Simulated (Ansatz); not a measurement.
# BaTiO3, a database entry at a rescaled volume

```
Ba Ti O
1.0
    -3.98614    2.83850    2.84726
     0.00000   -2.83850    2.84726
    -3.98614   -2.83850   -2.84726
Ba Ti O
2 2 6
Cartesian
  0.0000 0.0000 0.0000
  -3.9861 0.0000 0.0000
  -1.9931 -2.8385 0.0450
  -5.9792 -2.8385 0.0450
  -3.9861 -2.8385 -0.0450
  -3.9861 0.0000 2.8023
  -1.9931 -4.2328 1.4129
  -5.9792 -4.2328 1.4129
  -1.9931 -1.4442 1.4129
  -5.9792 -1.4442 1.4129
```

Single point in Ansatz 0.2.0 with r2SCAN, no spin polarisation. Cutoff 500 eV, PAW datasets, 5×6×5 Γ-centred k mesh, fermi-dirac filling (width 0.1 eV).

Problem. What does the stress say?

Solution. The pressure is -1.6 GPa (compression positive), so with the atoms held at these fractions the cell would first shrink. The principal stresses -2.3, -1.6, -0.9 GPa differ, so its shape would change too.

Problem. Where is the largest force?

Solution. The largest is on Ti3 (and as large on other atoms): 0.23 eV/Å, components (0.00, 0.00, 0.23). It makes 45° with the line to a nearest neighbour, O9 at 1.95 Å, pointing towards it.

Problem. Which orbitals make up the band edges?

Solution. Within 0.7 eV of the edges, the states project mainly on O p (95 %) below the gap and on Ti d (90 %) above it.

Problem. Is there a gap, and of what kind?

Solution. The gap is 2.20 eV, indirect (the least direct gap found is 2.25 eV).

Origin: a database entry at a rescaled volume.
